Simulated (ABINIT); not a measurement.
Crystal: BaTiO3.

```
CELL_PARAMETERS angstrom
2.82737 1.63238 2.31839
-2.82737 1.63238 2.31839
0.00000 -3.26476 2.31839
ATOMIC_POSITIONS crystal
Ba 0.00000 0.00000 0.00000
Ti 0.48450 0.48450 0.48450
O 0.50860 0.01750 0.50860
O 0.01750 0.50860 0.50860
O 0.50860 0.50860 0.01750
```

Base run:

- Program: ABINIT 10.8.3 (patched build)
- Functional: AM05
- Potentials or basis: JTH PAW PBE v2.0
- Cutoff: 762 eV
- k mesh: 7 × 7 × 7
- Occupations: fermi-dirac, width 0.05 eV
- Spin: no spin polarisation

Its results: band gap on the k mesh 2.41 eV, indirect (least direct gap 2.75 eV); pressure 0.5 GPa; largest force 0.128 eV/Å.

Question: The run is repeated on the same cell with these changes: functional from AM05 to LDA. What comes out?

Answer: Band gap on the k mesh 2.37 eV, indirect (least direct gap 2.70 eV); pressure -5.0 GPa; largest force 0.150 eV/Å.

LDA binds more tightly than AM05, so the same cell stands under less pressure.

Caveats: this set's barium file shifts pressures by 1.5 GPa and gaps by 0.1 eV against other sets; the PAW data sets were made with another functional, which shifts forces and pressure a little; spin-orbit coupling is left out, which moves the levels of the heavy elements; the atomic spheres overlap.

A k mesh can miss the band edges.
